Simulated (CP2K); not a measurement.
## TaS2: equation of state with PBEsol

TaS2:

```xyz
3
Lattice="3.3500 0.0000 0.0000 -1.6750 2.9012 0.0000 0.0000 0.0000 5.8600" Properties=species:S:1:pos:R:3 pbc="T T T"
Ta    0.0000    0.0000    0.0000
S     1.6750    0.9671    4.3950
S     0.0000    1.9341    1.4650
```

- Program: CP2K 2026.2
- Task: equation of state
- Functional: PBEsol
- Potentials or basis: POTENTIAL_UZH Ta GTH-PBE-q13, S GTH-PBE-q6; TZVP-MOLOPT-PBE-GTH basis
- Density cutoff: 6123 eV
- k mesh: 9 × 9 × 5
- Occupations: fermi-dirac, width 0.05 eV
- Spin: no spin polarisation

```
Equilibrium volume                        : 19.60 Å³/atom
Bulk modulus at fixed shape and positions : 133 GPa
Pressure derivative of the bulk modulus   : 4.1
```

Energy against volume, from the lowest point:
```
volume (Å³/atom)  energy (meV/atom)
          17.845              76.13
          18.225              44.90
          18.605              22.47
          18.984               8.01
          19.364               0.74
          19.744               0.00
          20.123               5.15
```

All runs of the series together: 4.4 min on 1 thread of Arm Neoverse V1, on a shared host.

Caveat: the cell was scaled at fixed shape and fractional positions, which overstates the stiffness of a crystal with free parameters, most of all of layers and chains; the potentials were made for another functional, which shifts forces and pressure; this functional lacks dispersion, which binds the layers, so the pressure and a relaxed spacing across them are unreliable; the basis of atomic orbitals isn't converged, which shifts pressures, moduli and gaps. Spin-orbit coupling is left out, which matters for the levels of Ta.
